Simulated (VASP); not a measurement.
Input of a VASP 6.6.1 run:

Contents of INCAR:

```
PREC     = Accurate       # precision mode
ENCUT    = 520            # plane-wave cutoff, eV
EDIFF    = 1E-7           # SCF threshold, eV
ISMEAR   = 0              # smearing method
SIGMA    = 0.05           # smearing width, eV
LREAL    = F              # projectors in reciprocal space
LASPH    = T              # aspherical terms in the spheres
NELM     = 60             # most SCF steps
ALGO     = Normal         # electronic algorithm
ISIF     = 2              # what is computed and relaxed
LWAVE    = F              # write WAVECAR
LCHARG   = T              # write CHGCAR
ISPIN    = 2              # spin polarisation
MAGMOM   = 0.5 0          # initial moments
LORBIT   = 11             # projections on sites
LMAXMIX  = 4              # l up to which the mixer works
LDAU     = T              # DFT+U
LDAUTYPE = 2            
LDAUL    = 2 -1           # shell
LDAUU    = 3 0            # U, eV
LDAUJ    = 0 0          
LDAUPRINT= 1            
METAGGA  = R2SCAN         # meta-GGA
LMIXTAU  = T            
LELF     = T              # ELF
LVHAR    = T
```

KPOINTS

```
regular mesh
0
Gamma
  5 5 5
```

POSCAR

```
PtSe
1.0
    0.0000000000      3.0374472300      3.0374472300
    3.0374472300      0.0000000000      3.0374472300
    3.0374472300      3.0374472300      0.0000000000
Pt Se
1 1
Direct
    0.0000000000      0.0000000000      0.0000000000
    0.2500000000      0.2500000000      0.2500000000
```

Potentials or basis: VASP PAW PBE potentials, release 64 (Pt, Se).

Run with:

```bash
$ cat potpaw_PBE.64/Pt/POTCAR potpaw_PBE.64/Se/POTCAR > POTCAR
$ mpirun -np 1 vasp_std > vasp.out
```

(1) What does it give for the band gap on the k mesh?

(2) What does it give for the net moment?

## Answers

(1) none (metal or under the smearing width).

(2) 0.90 μB per cell.
